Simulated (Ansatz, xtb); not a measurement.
## Ligand exchange: C3H8AlCl + C2H4O2 → C3H9AlO + C2H3ClO

Species: C3H8AlCl `C[CH](C)[AlH][Cl]`, singlet; C2H4O2 (acetic acid) `CC(=O)O`, singlet; C3H9AlO `C[CH](C)[AlH][OH]`, singlet; C2H3ClO (acetyl chloride) `CC(=O)Cl`, singlet. The partners trade Cl for OH: Al–Cl and C–OH bonds give way to Al–OH and C–Cl.

Shapes, held fixed at every level: PBE0-D4/def2-TZVP. Flexible molecules stand in one conformer, not always the lowest. Programs: Ansatz 0.2.0, xtb 6.7.1. Electronic energies: no zero-point or thermal term.

(1) Estimate ΔE of this reaction.

Answers

(1) The highest level, CCSD(T)/CBS estimate, gives ΔE = +71.1 kJ/mol; the levels span +50.3 to +91.7. The column of differences is taken from that level and isn't an error. No measured value is set beside it here. The CBS estimate extrapolates MP2 from def2-TZVPP and def2-QZVPP and adds CCSD(T) − MP2 in the triple-zeta set, cores frozen. Times are processor times on shared x86 and Arm servers, and rough.

```tsv
level	kind	ΔE (kJ/mol)	less CCSD(T)/CBS estimate	CPU time (sum over the molecules)
GFN2-xTB	semi-empirical	+50.3	-20.8	0.16 s
SPW92/def2-TZVPP	LDA	+73.1	+2.0	15 s
PBE-D4/def2-TZVPP	GGA	+66.6	-4.5	27 s
r2SCAN-D4/def2-TZVPP	meta-GGA	+70.9	-0.2	50 s
wB97X-V/def2-TZVPP	range-separated hybrid	+79.5	+8.4	84 s
MP2/def2-TZVPP	perturbation theory	+68.4	-2.7	–
CCSD(T)/def2-SVP	coupled cluster or CI	+91.7	+20.6	44 s
CCSD(T)/def2-TZVPP	coupled cluster or CI	+72.3	+1.2	28 min
CCSD(T)/CBS estimate	coupled cluster or CI	+71.1	0.0	32 min
```
